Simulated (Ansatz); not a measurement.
Cu, 2 atoms in the cell. The structure is hexagonal, space group P6_3/mmc (No. 194). Conventional cell: a = 2.534 Å, b = 2.534 Å, c = 4.113 Å, α = 90.00°, β = 90.00°, γ = 120.00°. Cu (site symmetry -6m2) has 12 Cu at 2.52 to 2.53 Å as nearest neighbours. This isn't the form of Cu at room conditions, which is fcc.

* Program: Ansatz 0.2.0
* Task: relaxation of cell and atoms
* Functional: PBEsol
* Potentials or basis: Ansatz PAW
* Cutoff: 420 eV (not typed: the program's choice for these potentials)
* k mesh: 12 × 12 × 7
* Occupations: fermi-dirac, width 0.05 eV
* Spin: no spin polarisation
* Target pressure: 20 GPa
* Target pressure (GPa): 20

Potentials or basis: Ansatz PAW.

Launch:

```sh
$ ansatz run input.yaml --threads 2 --pin off --max-ram 5632MiB --backend cpu --events-out ev --progress --plain --runs-dir out
```

Hardware: 2 threads of AMD EPYC 9R45 96-Core Processor (Zen 5) (shared host).

Problem. How long does it take, and how much memory?

Solution. Run time: 3.4 s on 2 threads of AMD EPYC 9R45 96-Core Processor (Zen 5) (shared host), peak memory 0.43 GiB. Counts: scf iterations 48, plane waves 391, k points 76, bands 23, ion steps 8.
